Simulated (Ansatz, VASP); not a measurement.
Na: VASP beside Ansatz

```
CELL_PARAMETERS angstrom
-2.10329 2.10329 2.10329
2.10329 -2.10329 2.10329
2.10329 2.10329 -2.10329
ATOMIC_POSITIONS crystal
Na 0.00000 0.00000 0.00000
```

Change from the starting cell: volume scaled by 0.98.

Alike in both runs: task single point; functional PBEsol; k mesh 12 × 12 × 12; occupations fermi-dirac, width 0.05 eV; no spin polarisation.

|  | VASP | Ansatz |
| --- | --- | --- |
| version | VASP 6.6.1 | Ansatz 0.2.0 |
| potentials or method | VASP PAW PBE potentials, release 64 (Na_pv), cutoff 520 eV | all-electron LAPW, scalar-relativistic |

|  | VASP | Ansatz | Ansatz less VASP |
| --- | --- | --- | --- |
| pressure (GPa) | -0.2 | -0.2 | 0.00 |

Ansatz ran all-electron here, so the differences hold the error of VASP's frozen core and of both bases.

Caveats: the PAW data sets were made with another functional, which shifts forces and pressure a little (VASP).
